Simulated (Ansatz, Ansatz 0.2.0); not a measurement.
# High-frequency dielectric constant of rocksalt LiCl: LDA, PBE and r2SCAN compared with a compiled value

## What was measured

The quantity is the high-frequency dielectric constant of crystalline LiCl, given as $\varepsilon_\infty = 2.75$ in a printed reference work on infrared lattice vibrations and dielectric constants of crystals. It is a compiled value, and the method behind it is not stated. I take it to be the electronic response of the cubic crystal with the ions held still, which in practice usually means the square of the visible refractive index extrapolated to long wavelength, at room temperature. That reading is mine. LiCl takes up water readily, and a wet surface can disturb an optical measurement, so I do not treat the value as exact. Because the crystal is cubic, one number describes the whole tensor.

| compared with | measured | source's wording or label | method |
| --- | --- | --- | --- |
| ε∞ | 2.75 | high-frequency dielectric constant | compiled value, method not stated |

Conditions are those given with the value in the passage it was taken from; "not stated" means there, and the paper may say more elsewhere.

## Approach

I want the cheapest level of theory that gives $\varepsilon_\infty$ within 5 % of the measured value, that is, within about 0.14. The dielectric constant screens the ionic charges, and the difference of the squared LO and TO frequencies goes as $1/\varepsilon_\infty$. An error of this size therefore changes that difference by about 5 %, and the LO frequency itself by less.

The model is the perfect two-atom primitive cell with static nuclei. I begin at the diffraction lattice constant, $a = 5.143$ Å, so that the error of the electronic response is seen apart from any error in the volume. Thermal and zero-point motion are then present only through the cell; their direct effect on the response I expect to be a per cent or so, as a rough guess. From the simplest functional I climb only as far as the results require.

System: LiCl, rocksalt; Fm-3m (No. 225), 2 atoms in the primitive cell; the database structure is a diffraction structure: a = 5.143 Å.

## 1. LDA at the diffraction cell

The local density approximation is the simplest functional, and a linear-response calculation on two atoms is light. LDA makes the gap too small, which makes the electrons too easy to polarise, so I expect $\varepsilon_\infty$ to come out too high, perhaps by 5 to 10 %.

**Run 1.** Ansatz 0.2.0: LDA, database cell, PAW set soft_2, cutoff 420 eV (default), 6x6x6 k mesh, fixed occupations; ε∞ by linear response, susceptibility summed by the program on 10×10×10.

Key lines of the input:
```
crystal:
  # lattice and atoms
kpoints:
  mp_grid: { grid: [6, 6, 6] }
hamiltonian:
  xc: lda
scf:
  occupations: { method: fixed }
dielectric: {}
```

Command:
```
ansatz run input.yaml --threads 4 --pin off --max-ram 8192MiB --backend cpu --events-out ev --progress --plain --runs-dir out
```

Selected lines of the output:
```
  ε∞ (high-frequency dielectric tensor):
        3.034915     0.000000     0.000000
  solved inside a basis spanned on kpoints, on 6×6×6 k-points, its susceptibility summed on 10×10×10: ε∞ is read to err by 6.3e-3, Z* by 7.5e-3 e (field_mesh: kpoints solves on kpoints); Z* [...]
```

Converged; 5.8 s on 4 cores of Arm Neoverse N1, shared host (all steps together).

| quantity | run 1 | measured | deviation |
| --- | --- | --- | --- |
| ε∞ | 3.035 | 2.75 | +0.285 (+10.4 %) |

LDA gives $\varepsilon_\infty = 3.035$, which is 10.4 % above the measured value and twice the deviation I allow. The sign is the one expected from a functional that closes the gap too far. The program puts the error of its k-point treatment at about 0.006, far too little to matter against a miss of 0.285.

## 2. Adding the density gradient

The next step up is PBE at the same cell, with the same mesh and cutoff, so that only the functional changes. The cost should stay at the level of seconds. Gradient corrections usually open the gap of an ionic crystal slightly at fixed volume, so I expect a somewhat lower $\varepsilon_\infty$, though perhaps not low enough to reach the target.

**Run 2.** Ansatz 0.2.0: PBE, database cell, PAW set soft_2, cutoff 420 eV (default), 6x6x6 k mesh, fixed occupations; ε∞ by linear response, susceptibility summed by the program on 10×10×10.

Key lines of the input, as changed from run 1:
```diff
  hamiltonian:
-   xc: lda
+   xc: pbe
```

Selected lines of the output:
```
  ε∞ (high-frequency dielectric tensor):
        2.950145    -0.000000    -0.000000
```

Converged; took 6.3 s (all steps together).

| quantity | run 2 | measured | deviation |
| --- | --- | --- | --- |
| ε∞ | 2.950 | 2.75 | +0.200 (+7.3 %) |

PBE lowers $\varepsilon_\infty$ by 0.085 to 2.950. The direction is right, but the value is still 7.3 % too high and misses the target. With cell, mesh and cutoff unchanged, the drop is the effect of the functional, and it removes somewhat less than a third of the LDA excess.

## 3. A meta-GGA at the same cell

Relaxing the cell with PBE would probably lower $\varepsilon_\infty$ too, since PBE tends to make ionic crystals too large, but that would set an error of volume against an error of response. I would rather improve the response itself. r2SCAN adds the kinetic-energy density and generally opens the gaps of ionic insulators further than PBE does, at a moderate extra cost. I keep the diffraction cell and the k mesh and use the higher default cutoff that goes with this functional. I expect a value below 2.950; reaching the target takes a drop of about 0.06.

**Run 3.** Ansatz 0.2.0: r2SCAN, database cell, PAW set soft_2, cutoff 500 eV (default), 6x6x6 k mesh, fixed occupations; ε∞ by linear response, susceptibility summed by the program on 10×10×10.

Key lines of the input, as changed from run 1:
```diff
  hamiltonian:
-   xc: lda
+   xc: r2scan
```

Selected lines of the output:
```
Basis set: ecut = 500 eV, 869 PW (Γ) [...]
  ε∞ (high-frequency dielectric tensor):
        2.805194    -0.000000    -0.000000
  solved inside a basis spanned on kpoints, on 6×6×6 k-points, its susceptibility summed on 10×10×10: ε∞ is read to err by 5.9e-3, Z* by 7.5e-3 e (field_mesh: kpoints solves on kpoints); Z* [...]
```

Converged; took 17 s (all steps together).

| quantity | run 3 | measured | deviation |
| --- | --- | --- | --- |
| ε∞ | 2.805 | 2.75 | +0.055 (+2.0 %) |

r2SCAN gives $\varepsilon_\infty = 2.805$, 2.0 % above the measured value and inside the 5 % target. The drop from PBE is 0.145, larger than the step from LDA to PBE. The cutoff changed along with the functional, so this difference is not strictly that of the functional alone. The estimated k-point error of about 0.006 is small beside the distance to the edge of the target, but it says nothing about the cutoff or the PAW set, which I have not varied for r2SCAN.

## 4. PBE at its own lattice constant

Before settling on r2SCAN I want to know whether PBE, the cheaper functional, reaches the target once it is used with its own relaxed cell. I expect a slightly larger cell and a slightly smaller $\varepsilon_\infty$, since fewer polarisable ions then share each unit of volume. Any gain in agreement would come from the cell and not from a better description of the response at fixed geometry.

**Run 4.** Ansatz 0.2.0: PBE, cell relaxed with the same functional, PAW set soft_2, cutoff 420 eV (default), 6x6x6 k mesh, fixed occupations; ε∞ by linear response, susceptibility summed by the program on 10×10×10.

Key lines of the input, as changed from run 2:
```diff
  crystal:
-   # lattice and atoms
+   lattice:
+     - [0.0, 2.5752770037, 2.5752770037]
+     - [2.5752770037, 0.0, 2.5752770037]
+     - [2.5752770037, 2.5752770037, 0.0]
+   # atoms
```

Selected lines of the output:
```
  ε∞ (high-frequency dielectric tensor):
        2.944434     0.000000     0.000000
  solved inside a basis spanned on kpoints, on 6×6×6 k-points, its susceptibility summed on 10×10×10: ε∞ is read to err by 5.9e-3, Z* by 7.4e-3 e (field_mesh: kpoints solves on kpoints); Z* [...]
```

Converged; took 7.9 s (all steps together).

| quantity | run 4 | measured | deviation |
| --- | --- | --- | --- |
| ε∞ | 2.944 | 2.75 | +0.194 (+7.1 %) |
| a (Å) | 5.151 |  |  |

Relaxation with PBE lengthens the lattice constant by only 0.008 Å, to 5.151 Å, and lowers $\varepsilon_\infty$ by 0.006 to 2.944. Both changes have the expected sign, but the result is still 7.1 % too high, so PBE misses the target at either cell.

I stop climbing here. LDA in its own cell would be no dearer than PBE, but LDA usually contracts ionic crystals, which should raise a value that is already too high. r2SCAN at the diffraction cell remains the only level tried that meets the target.

## All runs against the measurement

| run | settings | ε∞ | deviation | cost |
| --- | --- | --- | --- | --- |
| 1 | LDA, database cell, cutoff 420 eV (default) | 3.035 | +0.285 (+10.4 %) | under 1 core-min |
| 2 | PBE, database cell, cutoff 420 eV (default) | 2.950 | +0.200 (+7.3 %) | under 1 core-min |
| 3 | r2SCAN, cutoff 500 eV | 2.805 | +0.055 (+2.0 %) | 69 core-s |
| 4 | PBE, cell relaxed with the same functional | 2.944 | +0.194 (+7.1 %) | under 1 core-min |
|  | measured | 2.75 |  |  |

## Conclusion

r2SCAN at the diffraction cell meets the 5 % target: it gives $\varepsilon_\infty = 2.805$ against the measured 2.75, an excess of 2.0 %, for 69 core-seconds. It is the only level tried that does so. LDA and PBE at the same cell are 10.4 % and 7.3 % too high.

The change of functional was the step that mattered. Relaxing the cell with PBE moved $\varepsilon_\infty$ by only 0.006, no more than the estimated k-point error. That run ruled out a cheaper route to the target, but it did nothing to test r2SCAN. My last run would have been better spent on such a test, because the r2SCAN result stands on one calculation whose cutoff and PAW set were never varied.

The fall from LDA through PBE to r2SCAN is what theory suggests if each functional opens the gap further and makes the electrons harder to polarise. I did not examine the gaps, so this explanation is argued and not shown. A gap still too small in r2SCAN would also give the remaining excess of 0.055 its sign. The direct effect of thermal and zero-point motion, which I guessed at about a per cent, could account for part of that excess or hide more of it. Moisture on the measured crystal is a further possible influence, of unknown size. I cannot separate these contributions, so some cancellation within the 2.0 % remains possible.

Also unsettled is how r2SCAN would perform at its own lattice constant. To test the gap argument, the first step would be to compare the gaps of the three functionals at the diffraction cell.

[Logs are printed without paths, hosts, clocks, repeated set-up lines and the standing remarks that a program may print on its own settings, such as how far it seeks lower states.]

[The runs shown are a pick from a larger set of finished runs; failed, doubtful and other runs were left out of it ahead of writing. So were measured values far from every level or from commonly accepted values, and agreement can look better than it is. Lines of input and output are excerpts and may be shortened.]
